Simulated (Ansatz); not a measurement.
Set up this calculation in Ansatz 0.2.0, as the native input.

```yaml
Task: band structure
Functional: PBE
Potentials_or_basis: Ansatz PAW polarizable
Cutoff: "420 eV (not typed: the program's choice for these potentials)"
k_mesh: 9 × 9 × 5
Occupations: fermi-dirac, width 0.05 eV
Spin: no spin polarisation
Path: "[[\"G\", \"M\", \"K\", \"G\", \"A\", \"L\", \"H\", \"A\"], [\"L\", \"M\"], [\"K\", \"H\"]]"
Points_for_each_segment_of_the_path: 14
```

The system is TaS2.

```
Ta S
1.0
     3.35000    0.00000    0.00000
    -1.67500    2.90119    0.00000
     0.00000    0.00000    5.86000
Ta S
1 2
Direct
  0.00000 0.00000 0.00000
  0.66667 0.33333 0.75000
  0.33333 0.66667 0.25000
```

One way to write it, as run:

input.yaml

```yaml
crystal:
  lattice:
    - [3.35, 0.0, 0.0]
    - [-1.675, 2.9011851027, 0.0]
    - [0.0, 0.0, 5.86]
  atoms:
    - { symbol: Ta, position: [0.0, 0.0, 0.0] }
    - { symbol: S, position: [0.6666666667, 0.3333333333, 0.75] }
    - { symbol: S, position: [0.3333333333, 0.6666666667, 0.25] }
hamiltonian:
  xc: pbe
  pseudopotentials: { kind: paw, partial_waves: polarizable }
kpoints:
  mp_grid: { grid: [9, 9, 5] }
  band_path:
    path:
      - [[0.0, 0.0, 0.0], [0.5, 0.0, 0.0], [0.3333333333, 0.3333333333, 0.0], [0.0, 0.0, 0.0], [0.0, 0.0, 0.5], [0.5, 0.0, 0.5], [0.3333333333, 0.3333333333, 0.5], [0.0, 0.0, 0.5]]
      - [[0.5, 0.0, 0.5], [0.5, 0.0, 0.0]]
      - [[0.3333333333, 0.3333333333, 0.0], [0.3333333333, 0.3333333333, 0.5]]
    npoints: 14
scf:
  occupations: { method: fermi_dirac, width: 0.05 }
  n_extra_bands: 7
output:
  forces: true
  stress: true
  eigenvalues: true
  fatbands: true
  write_density: true
  write_potential: true
  elf: true
  volumetric_format: npy
```

Potentials or basis: Ansatz PAW polarizable.

The run is started by

```sh
$ ansatz run input.yaml --threads 2 --pin off --max-ram 5120MiB --backend cpu --events-out ev --progress --plain --runs-dir out
```

It gave:

| Item | Value |
| --- | --- |
| Pressure | 9.2 GPa |
| Largest force | 1.232 eV/Å |
| Band gap on the k mesh | none (metal or under the smearing width) |

Caveat: spin-orbit coupling is left out, which moves the levels of the heavy elements; this functional lacks dispersion, which binds the layers, so the pressure and a relaxed spacing across them are unreliable; forces of over 1 eV/Å show positions far from the minimum, so gaps and moduli don't describe the material at rest.

Wall time 3.9 s on 2 threads of Arm Neoverse V1, with other jobs on the host, peak memory 0.39 GiB.
